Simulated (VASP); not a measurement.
Write the native input for VASP 6.6.1 that does the following.

```yaml
Task: single point
Functional: PBE
Potentials_or_basis: VASP PAW PBE potentials, release 64 (Li_sv, S, H)
Cutoff: 520 eV
k_mesh: 2 × 2 × 2
Occupations: fermi-dirac, width 0.02 eV
Spin: collinear spin, typed start
Starting_moments: "[0.0, 0.0, 0.0, 0.0, 0.0, 0.0, 0.0, 0.0, 0.0, 0.0, 0.0, 0.0, 1.0] μB"
Dipole_correction: no
Further_INCAR_settings: ALGO = Normal; EDIFF = 1e-06; NBANDS = 40
```

The structure of Li8HS4 (a cell with a defect) lies in POSCAR:

```
Li8HS4
1.0
    5.7230000000      0.0000000000      0.0000000000
    0.0000000000      5.7230000000      0.0000000000
    0.0000000000      0.0000000000      5.7230000000
Li S H
8 4 1
Direct
    0.2423345495      0.2474627643      0.2475134298
    0.7374968025      0.7525676226      0.7526190673
    0.7375031824      0.7525620907      0.2477461935
    0.2423388546      0.2474558762      0.7528474693
    0.7375013698      0.2476930913      0.7526151236
    0.2423376142      0.7527948827      0.2475084718
    0.2423420588      0.7528016094      0.7528522603
    0.7375077768      0.2476988068      0.2477503242
   -0.0103686423      0.0001282298      0.0001796217
    0.4898714001      0.5001233664      0.0001840709
    0.4898713620      0.0001313949      0.5001728547
   -0.0099672777      0.5001306793      0.5001830490
    0.4901593494      0.0001042856      0.0001455640
```

One way to write it, as run:

INCAR

```
  PREC = Accurate
  ENCUT = 520
  EDIFF = 1E-6
  ISMEAR = -1
  SIGMA = 0.02
  LREAL = F
  LASPH = T
  NELM = 150
  ALGO = Normal
  ISIF = 2
  LWAVE = F
  LCHARG = T
  ISPIN = 2
  MAGMOM = 0 0 0 0 0 0 0 0 0 0 0 0 1
  LORBIT = 11
  GGA = PE
  LELF = T
  LVHAR = T
  NBANDS = 40
```

KPOINTS

```
regular mesh
0
Gamma
  2 2 2
```

Potentials or basis: VASP PAW PBE potentials, release 64 (Li_sv, S, H).

Command:

```console
$ cat potpaw_PBE.64/Li_sv/POTCAR potpaw_PBE.64/S/POTCAR potpaw_PBE.64/H/POTCAR > POTCAR
$ mpirun -np 1 vasp_std > vasp.out
```

Results of the run:

```json
{"Largest force": "0.006 eV/Å", "Band gap on the k mesh": "none (metal or under the smearing width)", "Net moment": "0.75 μB per cell", "Site moments": "Li -0.00; S +0.07, -0.00; H +0.21 μB", "Valence electrons inside the program's atomic spheres": "Li 2.08; S 3.79, 3.78; H 0.42"}
```

Caveat: the k mesh is coarse (spacing up to 0.55 Å⁻¹), so the values aren't converged.

It took 3.4 min on 1 thread of Intel(R) Xeon(R) Platinum 8559C (Emerald Rapids), with other jobs on the host, peak memory 0.42 GiB.
